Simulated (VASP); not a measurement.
Write the native input for VASP 6.6.1 that does the following.

* Task: single point
* Functional: PBEsol
* Potentials or basis: VASP PAW PBE potentials, release 64 (Ru_pv)
* Cutoff: 520 eV
* k mesh: 20 × 20 × 20
* Occupations: gaussian, width 0.5 eV
* Spin: no spin polarisation
* Further INCAR settings: ALGO = Normal; EDIFF = 1e-06

The structure of Ru lies in POSCAR:

```
Ru
1.0
   -1.5090900000      1.5090900000      1.5090900000
    1.5090900000     -1.5090900000      1.5090900000
    1.5090900000      1.5090900000     -1.5090900000
Ru
1
Direct
    0.0000000000      0.0000000000      0.0000000000
```

This isn't the form of Ru at room conditions, which is hcp.

The input as run:

INCAR

```
PREC = Accurate ; ENCUT = 520
EDIFF = 1E-6 ; ISMEAR = 0
SIGMA = 0.5 ; LREAL = F
LASPH = T ; NELM = 60
ALGO = Normal ; ISIF = 2
LWAVE = F ; LCHARG = T
GGA = PS ; LELF = T
LVHAR = T
```

KPOINTS

```
Automatic mesh
0
Gamma
  20 20 20
```

Potentials or basis: VASP PAW PBE potentials, release 64 (Ru_pv).

Launch:

```bash
$ cat potpaw_PBE.64/Ru_pv/POTCAR > POTCAR
$ mpirun -np 1 vasp_std > vasp.out
```

It gave:

The pressure is 2.1 GPa and the band gap on the k mesh is none (metal or under the smearing width).

Caveat: the PAW data sets were made with another functional, which shifts forces and pressure a little.

It took 13 s on 1 thread of Intel(R) Xeon(R) 6975P-C (Granite Rapids), with other jobs on the host, peak memory 0.15 GiB.
